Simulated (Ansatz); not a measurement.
# Ideal shear of a crystal plane in SiC

All numbers below come from DFT r2SCAN, scalar-relativistic, plane waves, PAW in Ansatz 0.2.0. The runs took a 500 eV cutoff, a Γ-centred 8×8×3 mesh and Gaussian smearing (0.05 eV). No spin polarisation. Energies are free energies at this smearing, counted from the undisturbed cell; pressure is positive in compression.

Reference structure (relaxed at this level):

```xyz
8
Lattice="-1.5388 -2.6652 0.0000 1.5388 -2.6652 0.0000 0.0000 0.0000 10.0768" Properties=species:S:1:pos:R:3 pbc="T T T"
Si    0.0000   -1.7768    5.9860
Si    0.0000   -3.5537    0.9476
Si    0.0000    0.0000    3.4673
Si    0.0000    0.0000    8.5057
C     0.0000   -1.7768    4.0912
C     0.0000   -3.5537    9.1296
C     0.0000    0.0000    1.5787
C     0.0000    0.0000    6.6171
```

The cut lies on the cell's a–b face, a (0 0 1) plane (indices in the standard cell, whose axes needn't be the Cartesian ones shown) of area 8.20 Å², between layers 1.89 Å apart. Vector c is tilted by f times 1·a + 1·b (length 5.330 Å) with the atoms' Cartesian places fixed: one unrelaxed fault a cell. The traction is dγ/du, the slope of γ against the slip u in Å.

```
     f  γ (mJ/m²) traction (GPa)
0.0000          0             0.0
0.0833        603            26.5
0.1667       2173            40.4
0.2500       3744            25.4
0.3333       4262             0.0
0.4167       4098            -2.8
0.5000       4345            16.0
0.5833       5483            31.6
0.6667       6436             0.0
0.7500       5041           -53.9
0.8333       2518           -53.5
0.9167        638           -29.0
```

Task: Read off the first barrier and the stress needed to climb it, and compare with Frenkel's sinusoid.

Result: The first sampled maximum lies at f = 0.333, a slip of 1.78 Å, with γ ≈ 4262 mJ/m², which stands in for the unstable fault energy γ_us, and the steepest sampled slope before it is 40.4 GPa. A sinusoid γ = γ_us sin²(πu/λ) with its maximum there has λ = 3.55 Å and a largest slope πγ_us/λ = 37.7 GPa (1 mJ/m² per Å = 0.01 GPa). The stand-in is too high: a rotation axis of order three or more passes through this point, so the curvature is the same in every direction of the plane and the point is a peak of the γ-surface, which slip goes round.

Task: Is there a metastable fault on this line?

Result: The samples dip to a local minimum of 4098 mJ/m² at f = 0.417. It lies off the rotation axes, between two maxima that lie on them, so it is most likely the pass between two peaks of the γ-surface: a saddle for slip across the line, a better estimate of γ_us, and no metastable fault.

The cut is rigid; relaxing the faces lowers these energies and usually the stresses.

Cost: 12 runs of about 1.8 core-minutes in all, on AMD EPYC 9R45 (Zen 5) (shared hosts).